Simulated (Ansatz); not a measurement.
KF (Carobbiite) under changes of volume

One of the cells (19.074 Å³/atom); the others are scaled copies at fixed shape and fractional positions:

```
CELL_PARAMETERS angstrom
0.00000 2.67185 2.67185
2.67185 0.00000 2.67185
2.67185 2.67185 0.00000
ATOMIC_POSITIONS crystal
K 0.00000 0.00000 0.00000
F 0.50000 0.50000 0.50000
```

```yaml
Program: Ansatz 0.2.0
Functional: LDA
Potentials_or_basis: all-electron LAPW, scalar-relativistic
Cutoff: 202 eV (chosen from the basis error)
Basis_error_allowed: 0.001 eV/atom
k_mesh: 9 × 9 × 9
Occupations: fermi-dirac, width 0.05 eV
Spin: no spin polarisation
```

```tsv
volume (Å³/atom)	energy over the lowest point (meV/atom)	pressure (GPa)	gap on the mesh (eV)
17.929	0.00	-1.6	6.13
18.311	4.75	-2.3	6.01
18.692	11.07	-3.0	5.90
19.074	?	?	?
19.455	27.63	-4.0	5.70
19.837	37.55	-4.4	5.61
20.218	48.37	-4.7	5.52
```

What does the run at 19.074 Å³/atom give?

Energy over the lowest point 18.75 meV/atom; pressure -3.5 GPa; gap on the mesh 5.80 eV.

Worked out: A Birch-Murnaghan fit of order 3 (a polynomial in V^(-2/3)) to the other rows has no minimum within the range. It gives 18.76 meV/atom at 19.074 Å³/atom, against the run's 18.75, and -dE/dV = -3.5 GPa, against -3.5. A straight line through the other rows of the gap, of slope -5.05 eV per unit of ln V (its deformation potential), gives 5.81 eV, against the run's 5.80.

Energies are extrapolated to zero smearing.

Caveats: an odd mesh through Γ misses points on the zone boundary, where band edges often lie.

The runs don't all hold the same shells in valence.
